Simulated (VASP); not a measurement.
# CaS (Fm-3m) in VASP: settings compared

Aim: see how the results for CaS move with the level of theory and the settings. Levels: r2SCAN, HSE06. Tasks: single point.

Everything below comes from runs of VASP 6.6.1. Logs are shortened: lines on timing, memory, paths and dates and some standing lists are left out, and cuts for length are marked.

### Step 1. The crystal as given

Symmetry: Fm-3m, No. 225, cubic system. The conventional cell has a = 5.696 Å, b = 5.696 Å, c = 5.696 Å, α = 90.00°, β = 90.00°, γ = 90.00°. Ca (site symmetry m-3m) is surrounded by 6 S at 2.85 Å. Around S (site symmetry m-3m) lie 6 Ca at 2.85 Å.

The cell was built by a generator and needn't be a form met in nature.

### Step 2. Single point, r2SCAN

The input, POSCAR:

```
CaS
1.0
    0.0000000000      2.8479451031      2.8479451031
    2.8479451031      0.0000000000      2.8479451031
    2.8479451031      2.8479451031      0.0000000000
Ca S
1 1
Direct
    0.0000000000      0.0000000000      0.0000000000
    0.5000000000      0.5000000000      0.5000000000
```

The input, INCAR.step1:

```
PREC     = Accurate       # precision mode
ENCUT    = 520            # plane-wave cutoff, eV
ISMEAR   = 0              # smearing method
SIGMA    = 0.01           # smearing width, eV
LREAL    = False          # projectors in reciprocal space
LASPH    = True           # aspherical terms in the spheres
NELM     = 60             # most SCF steps
NBANDS   = 15             # bands
GGA      = PE             # functional
ALGO     = Normal         # electronic algorithm
EDIFF    = 1E-4           # SCF threshold, eV
LWAVE    = True           # write WAVECAR
LCHARG   = False          # write CHGCAR
```

The input, INCAR.step2:

```
PREC     = Accurate       # precision mode
ENCUT    = 520            # plane-wave cutoff, eV
EDIFF    = 1E-6           # SCF threshold, eV
ISMEAR   = 0              # smearing method
SIGMA    = 0.01           # smearing width, eV
LREAL    = False          # projectors in reciprocal space
LASPH    = True           # aspherical terms in the spheres
NELM     = 60             # most SCF steps
ALGO     = Normal         # electronic algorithm
ISIF     = 2              # what is computed and relaxed
LWAVE    = False          # write WAVECAR
LCHARG   = True           # write CHGCAR
METAGGA  = R2SCAN         # meta-GGA
LMIXTAU  = True         
LELF     = True           # ELF
LVHAR    = True         
NBANDS   = 15             # bands
ISTART   = 1
```

The input, KPOINTS:

```
Automatic mesh
0
Gamma
  6 6 6
```

Potentials or basis: VASP PAW PBE potentials, release 64 (Ca_sv, S).

On the command line:

```
> cat potpaw_PBE.64/Ca_sv/POTCAR potpaw_PBE.64/S/POTCAR > POTCAR
> cp INCAR.step1 INCAR
> mpirun -np 1 vasp_std > vasp.out
> cp INCAR.step2 INCAR
> mpirun -np 1 vasp_std > vasp.out
```

OUTCAR:

```text
PREC = Accurate
   ENCUT = 520
   EDIFF = 1E-6
   ISMEAR = 0
   LREAL = False
   LASPH = True
   NELM = 60
   ISIF = 2
   METAGGA = R2SCAN
   ISTART = 1

 ion  position               nearest neighbor table
   1  0.000  0.000  0.000-   2 2.85   2 2.85   2 2.85   2 2.85   2 2.85   2 2.85
   2  0.500  0.500  0.500-   1 2.85   1 2.85   1 2.85   1 2.85   1 2.85   1 2.85

  LATTYP: Found a face centered cubic cell.
 ALAT       =     5.6958902062

  Lattice vectors:

 A1 = (   0.0000000000,   2.8479451031,   2.8479451031)
 A2 = (   2.8479451031,   0.0000000000,   2.8479451031)
 A3 = (   2.8479451031,   2.8479451031,   0.0000000000)

Analysis of symmetry for initial positions (statically):
=====================================================================
 Subroutine PRICEL returns:
 Original cell was already a primitive cell.

 Routine SETGRP: Setting up the symmetry group for a
 face centered cubic supercell.

 Subroutine GETGRP returns: Found 48 space group operations
 (whereof 48 operations were pure point group operations)
 out of a pool of 48 trial point group operations.

The static configuration has the point symmetry O_h .

Analysis of symmetry for dynamics (positions and initial velocities):
=====================================================================
 Subroutine PRICEL returns:
 Original cell was already a primitive cell.

 Routine SETGRP: Setting up the symmetry group for a
 face centered cubic supercell.

 Subroutine GETGRP returns: Found 48 space group operations
 (whereof 48 operations were pure point group operations)
 out of a pool of 48 trial point group operations.

The dynamic configuration has the point symmetry O_h .

 Subroutine INISYM returns: Found 48 space group operations
 (whereof 48 operations are pure point group operations),
 and found     1 'primitive' translations

----------------------------------------------------------------------------------------

                                     Primitive cell

  volume of cell :      46.1982

  direct lattice vectors                    reciprocal lattice vectors
     0.000000000  2.847945103  2.847945103    -0.175565182  0.175565182  0.175565182
     2.847945103  0.000000000  2.847945103     0.175565182 -0.175565182  0.175565182
     2.847945103  2.847945103  0.000000000     0.175565182  0.175565182 -0.175565182

  length of vectors
     4.027602590  4.027602590  4.027602590     0.304087815  0.304087815  0.304087815

  position of ions in fractional coordinates (direct lattice)
     0.000000000  0.000000000  0.000000000
     0.500000000  0.500000000  0.500000000

  ion indices of the primitive-cell ions
   primitive index   ion index
                 1           1
                 2           2

----------------------------------------------------------------------------------------

 KPOINTS: Automatic mesh

Automatic generation of k-mesh.
 Grid dimensions read from file:
 generate k-points for:    6    6    6

 Generating k-lattice:

  Cartesian coordinates                     Fractional coordinates (reciprocal lattice)
    -0.029260864  0.029260864  0.029260864     0.166666667  0.000000000  0.000000000
     0.029260864 -0.029260864  0.029260864     0.000000000  0.166666667  0.000000000
     0.029260864  0.029260864 -0.029260864     0.000000000  0.000000000  0.166666667

  Length of vectors
     0.050681303  0.050681303  0.050681303

  Shift w.r.t. Gamma in fractional coordinates (k-lattice)
     0.000000000  0.000000000  0.000000000

 Subroutine IBZKPT returns following result:
 ===========================================

 Found     16 irreducible k-points:

 Following reciprocal coordinates:
            Coordinates               Weight
  0.000000  0.000000  0.000000      1.000000
  0.166667  0.000000  0.000000      8.000000
  0.333333  0.000000  0.000000      8.000000
  0.500000  0.000000  0.000000      4.000000
  0.166667  0.166667  0.000000      6.000000
  0.333333  0.166667  0.000000     24.000000
[... 8 lines left out ...]
 -0.333333  0.333333  0.166667     24.000000
 -0.333333  0.500000  0.166667     12.000000
   k-points           NKPTS =     16   k-points in BZ     NKDIM =     16   number of bands    NBANDS=     15
   number of dos      NEDOS =    301   number of ions     NIONS =      2
   total plane-waves  NPLWV =  27000
   dimension x,y,z NGX =    30 NGY =   30 NGZ =   30
   dimension x,y,z NGXF=    60 NGYF=   60 NGZF=   60
   ions per type =               1   1
   NGX,Y,Z   is equivalent  to a cutoff of  12.38, 12.38, 12.38 a.u.
   NGXF,Y,Z  is equivalent  to a cutoff of  24.77, 24.77, 24.77 a.u.
 SYSTEM =  unknown system
   PREC   = accura    normal or accurate (medium, high low for compatibility)
   ISTART =      1    job   : 0-new  1-cont  2-samecut
   ICHARG =      0    charge: 1-file 2-atom 10-const
   ISPIN  =      1    spin polarized calculation?
   LNONCOLLINEAR =      F non collinear calculations
   LSORBIT =      F    spin-orbit coupling
   LASPH  =      T    aspherical Exc in radial PAW
   ENCUT  =  520.0 eV  38.22 Ry    6.18 a.u.   7.49  7.49  7.49*2*pi/ulx,y,z
   NELM   =     60;   NELMIN=  2; NELMDL=  0     # of ELM steps
   EDIFF  = 0.1E-05   stopping-criterion for ELM
   LREAL  =      F    real-space projection
   EDIFFG = 0.1E-04   stopping-criterion for IOM
   NSW    =      0    number of steps for IOM
   IBRION =     -1    ionic relax: 0-MD 1-quasi-New 2-CG
   NFREE  =      0    steps in history (QN), initial steepest desc. (CG)
   ISIF   =      2    stress and relaxation
   ISYM   =      2    0-nonsym 1-usesym 2-fastsym
   POTIM  = 0.5000    time-step for ionic-motion
   TEBEG  =    0.0;   TEEND  =   0.0 temperature during run
   PSTRESS=    0.0 pullay stress
   NELECT =      16.0000    total number of electrons
   NUPDOWN=      -1.0000    fix difference up-down
   EMIN   =  10.00;   EMAX   =-10.00  energy-range for DOS
   EFERMI =   0.00;   METHOD = LEGACY
   ISMEAR =     0;   SIGMA  =   0.01  broadening in eV -4-tet -1-fermi 0-gaus
   EFERMI_NEDOS =   21; number of points for ismear=-14 and -15
   IALGO  =     38    algorithm
   IMIX   =      4    mixing-type and parameters
     AMIX     =   0.40;   BMIX     =  1.00
     AMIX_MAG =   1.60;   BMIX_MAG =  1.00
  volume/ion in A,a.u.               =      23.10       155.88
  Fermi-wavevector in a.u.,A,eV,Ry     =   1.149670  2.172561 17.983381  1.321741
  Thomas-Fermi vector in A             =   2.286338
   LORBIT       =      0    0 simple, 1 ext, 2 COOP (PROOUT), +10 PAW based schemes
   METAGGA = R2SCAN    functional components
   LHFCALC =     F    Hartree Fock is set to
   AEXX    =    0.0000 exact exchange contribution
   IVDW    =     0    specifies the selected vdW correction
   LEPSILON=     F    determine dielectric tensor
   LRPA    =     F    only Hartree local field effects (RPA)
 non-spin polarized calculation
 Gauss-broadening in eV      SIGMA  =   0.01
  energy-cutoff  :      520.00
  volume of cell :       46.20
 maximum number of plane-waves:      1267
 NGX is ok and might be reduce to    30
   NGX = 15   NGY = 15   NGZ = 15

 number of electron      16.0000004 magnetization

 Free energy of the ion-electron system (eV)
  ---------------------------------------------------
  ext. energy  EPLUGINS =         0.00000000
  ---------------------------------------------------
  free energy    TOTEN  =       -19.94126301 eV

  energy without entropy =      -19.94126301  energy(sigma->0) =      -19.94126301

 E-fermi :   2.5587     XC(G=0):  -9.7803

 val. band max:        2.4849944899   @ k =   0.0000   0.0000   0.0000
 cond. band min:       5.2888026024   @ k =   0.5000   0.5000   0.0000
 fundamental gap:      2.8038081126
 Fermi energy:         2.5586502481

 k-point     1 :       0.0000    0.0000    0.0000
  band No.  band energies     occupation
      1     -38.2368      2.00000
      2     -18.3367      2.00000
      3     -18.3367      2.00000
      4     -18.3367      2.00000
      5      -9.3080      2.00000
      6       2.4850      2.00000
      7       2.4850      2.00000
      8       2.4850      2.00000
      9       7.1573      0.00000
     10       7.1574      0.00000
     11       7.1574      0.00000
     12       7.4066      0.00000
     13       7.7938      0.00000
     14       7.7938      0.00000
     15      14.0771      0.00000

 k-point     2 :       0.1667    0.0000    0.0000
  band No.  band energies     occupation
      1     -38.2339      2.00000
      2     -18.3806      2.00000
      3     -18.3398      2.00000
      4     -18.3398      2.00000
      5      -9.1172      2.00000
      6       1.4666      2.00000
      7       2.1236      2.00000
      8       2.1236      2.00000
      9       7.2022      0.00000
     10       7.5633      0.00000
     11       7.5633      0.00000
     12       8.5080      0.00000
     13       8.5080      0.00000
     14       8.5908      0.00000
     15      14.0460      0.00000

 k-point     3 :       0.3333    0.0000    0.0000
  band No.  band energies     occupation
      1     -38.2283      2.00000
      2     -18.4657      2.00000
      3     -18.3460      2.00000
      4     -18.3459      2.00000
      5      -8.7041      2.00000
      6       0.0010      2.00000
      7       1.5606      2.00000
      8       1.5606      2.00000
      9       7.5765      0.00000
     10       8.5382      0.00000
     11       8.5383      0.00000
     12       9.8457      0.00000
     13      10.0734      0.00000
     14      10.0734      0.00000
     15      13.5295      0.00000
[... 199 lines left out ...]
 k-point    15 :      -0.3333    0.3333    0.1667
  band No.  band energies     occupation
      1     -38.2229      2.00000
      2     -18.4545      2.00000
      3     -18.4036      2.00000
      4     -18.3731      2.00000
      5      -8.5308      2.00000
      6       0.1530      2.00000
      7       0.8289      2.00000
      8       1.2354      2.00000
      9       7.9253      0.00000
     10       8.0575      0.00000
     11       9.6106      0.00000
     12       9.7499      0.00000
     13       9.7724      0.00000
     14      11.8362      0.00000
     15      12.6071      0.00000

 k-point    16 :      -0.3333    0.5000    0.1667
  band No.  band energies     occupation
      1     -38.2220      2.00000
      2     -18.4399      2.00000
      3     -18.4034      2.00000
      4     -18.3935      2.00000
      5      -8.5796      2.00000
      6       0.4006      2.00000
      7       1.0718      2.00000
      8       1.0978      2.00000
      9       6.6352      0.00000
     10       8.9806      0.00000
     11       9.0214      0.00000
     12       9.6648      0.00000
     13       9.9018      0.00000
     14      11.0890      0.00000
     15      13.2201      0.00000

------------------------ aborting loop because EDIFF is reached ----------------------------------------

  FORCE on cell =-STRESS in cart. coord.  units (eV):
  Direction    XX          YY          ZZ          XY          YZ          ZX
  --------------------------------------------------------------------------------------
  -------------------------------------------------------------------------------------
  Total        0.0835881      0.0835881      0.0835881      0.0000000      0.0000000     -0.0000000
  in kB        2.8988796      2.8988796      2.8988796      0.0000000      0.0000000     -0.0000000
  external PRESSURE =       2.8988796 kB  Pullay stress =       0.0000000 kB

 VOLUME and BASIS-vectors are now :
 -----------------------------------------------------------------------------
  energy-cutoff  :      520.00
  volume of cell :       46.20
      direct lattice vectors                 reciprocal lattice vectors
     0.000000000  2.847945103  2.847945103    -0.175565182  0.175565182  0.175565182
     2.847945103  0.000000000  2.847945103     0.175565182 -0.175565182  0.175565182
     2.847945103  2.847945103  0.000000000     0.175565182  0.175565182 -0.175565182

 POSITION                                       TOTAL-FORCE (eV/Angst)
 -----------------------------------------------------------------------------------
      0.00000      0.00000      0.00000        -0.000000      0.000000      0.000000
      2.84795      2.84795      2.84795         0.000000      0.000000     -0.000000
 -----------------------------------------------------------------------------------
    total drift:                               -0.000000      0.000000      0.000000

  FREE ENERGIE OF THE ION-ELECTRON SYSTEM (eV)
  ---------------------------------------------------
  free  energy   TOTEN  =       -19.9412630090 eV

  energy  without entropy=      -19.9412630090  energy(sigma->0) =      -19.94126301
```

Run time: 43 s. Hardware: 1 thread of Intel Xeon Platinum 8559C (Emerald Rapids), shared host; peak memory 0.17 GiB.

What came out:

```
Free energy            : -19.9413 eV
Pressure               : 0.3 GPa
Band gap on the k mesh : 2.80 eV, indirect (least direct gap 3.63 eV)
```

Caveat: the PAW data sets were made with another functional, which shifts forces and pressure a little. A k mesh can miss the band edges.

### Step 3. Single point, HSE06

POSCAR is that of step 2.

The input, INCAR.step1:

```
SYSTEM = CaS
  ALGO = Normal
  EDIFF = 1E-5
  ENCUT = 520
  GGA = PE
  ISIF = 2
  ISMEAR = 0
  LASPH = .TRUE.
  LCHARG = .FALSE.
  LREAL = .FALSE.
  LWAVE = .TRUE.
  NBANDS = 15
  NELM = 60
  PREC = Accurate
  SIGMA = 0.01
```

The input, INCAR.step2:

```
SYSTEM = CaS
  ALGO = Normal
  EDIFF = 1E-6
  ENCUT = 520
  GGA = PE
  HFSCREEN = 0.2079
  ISIF = 2
  ISMEAR = 0
  ISTART = 1
  LASPH = .TRUE.
  LCHARG = .FALSE.
  LHFCALC = .TRUE.
  LREAL = .FALSE.
  LWAVE = .FALSE.
  NBANDS = 15
  NELM = 60
  PREC = Accurate
  PRECFOCK = Normal
  SIGMA = 0.01
```

The input, KPOINTS:

```
k-points
0
G
  4 4 4
  0 0 0
```

Potentials or basis: VASP PAW PBE potentials, release 64 (Ca_sv, S).

On the command line:

```
> cat potpaw_PBE.64/Ca_sv/POTCAR potpaw_PBE.64/S/POTCAR > POTCAR
> cp INCAR.step1 INCAR
> mpirun -np 1 vasp_std > vasp.out
> cp INCAR.step2 INCAR
> mpirun -np 1 vasp_std > vasp.out
```

It took 2.6 min on 1 thread of Intel Xeon Platinum 8559C (Emerald Rapids), shared host; peak memory 0.27 GiB.

Results (log left out):

```
Free energy            : -11.6512 eV
Pressure               : 0.3 GPa
Band gap on the k mesh : 3.40 eV, indirect (least direct gap 4.31 eV)
```

Levels at points of the mesh, in eV from the valence-band top:
```tsv
k point	band 5	band 6	band 7	band 8	band 9	band 10	band 11	band 12
(0.00, 0.00, 0.00)	-12.50	0.00	0.00	0.00	5.18	5.48	5.48	5.48
(0.50, 0.00, 0.00)	-11.59	-3.38	-1.22	-1.22	6.18	7.66	7.90	7.90
(0.50, 0.50, 0.00)	-11.79	-2.54	-0.90	-0.90	3.40	7.11	7.14	8.50
```

Caveat: the k mesh is coarse (spacing up to 0.48 Å⁻¹), so the values aren't converged, least of all with exact exchange; the PAW data sets were made with another functional, which shifts forces and pressure a little.
